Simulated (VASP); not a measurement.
InP:

```
In P
1.0
     0.00000    2.93050    2.93050
     2.93050    0.00000    2.93050
     2.93050    2.93050    0.00000
In P
1 1
Direct
  0.00000 0.00000 0.00000
  0.75000 0.75000 0.75000
```

Base run:

| Item | Value |
| --- | --- |
| Program | VASP 6.6.1 |
| Functional | r2SCAN |
| Potentials or basis | VASP PAW PBE potentials, release 64 (In_d, P) |
| Cutoff | 520 eV |
| k mesh | 8 × 8 × 8 |
| Occupations | fermi-dirac, width 0.05 eV |
| Spin | no spin polarisation |

Its results: band gap on the k mesh 1.17 eV, direct; pressure 1.6 GPa.

Problem. The run is repeated on the same cell with these changes: functional from r2SCAN to SCAN. What comes out?

Solution. Band gap on the k mesh 1.06 eV, direct; pressure 0.9 GPa.

Caveats: the PAW data sets were made with another functional, which shifts forces and pressure a little; spin-orbit coupling is left out, which moves the levels of the heavy elements.

Not every run made on this cell is shown here.
